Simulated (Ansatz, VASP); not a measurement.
## NaH6: VASP beside Ansatz

```
Na H
1.0
     3.83454    0.00000    0.00000
     0.00000    3.83454    0.00000
     0.00000    0.00000    3.83454
Na H
1 6
Cartesian
  0.0000 0.0000 0.0000
  0.4210 1.9173 1.9173
  1.9173 0.4210 1.9173
  3.4136 1.9173 1.9173
  1.9173 3.4136 1.9173
  1.9173 1.9173 0.4210
  1.9173 1.9173 3.4136
```

Change from the starting cell: species swapped into the YbB6 type (Pm-3m, No. 221).

Alike in both runs: task relaxation of cell and atoms; functional PBE; k mesh 10 × 10 × 10; occupations gaussian, width 0.1 eV; no spin polarisation.

|  | VASP | Ansatz |
| --- | --- | --- |
| version | VASP 6.6.1 | Ansatz 0.2.0 |
| potentials or method | VASP PAW PBE potentials, release 64 (Na_pv, H) | scalar-relativistic, plane waves, PAW |
| plane-wave cutoff (eV) | 600 | 420 |
| valence electrons in the cell | 13 | 15 |

Ansatz gave:

```
gap on the k mesh at the Fermi level, each at its own relaxed structure (eV) : none
relaxed volume (Å³/atom)                                                     : 9.37
relaxed cell length with the largest relative difference (Å)                 : 4.034
energy change over the relaxation (meV/atom)                                 : -5
```

Problem. Estimate VASP's values.

Solution. gap on the k mesh at the Fermi level, each at its own relaxed structure (eV): none; relaxed volume (Å³/atom): 9.18; relaxed cell length with the largest relative difference (Å): 4.006; energy change over the relaxation (meV/atom): -4.

A gap of «none» marks a metal or a gap that the smearing closes. The two sets of potentials don't hold the same shells in valence.
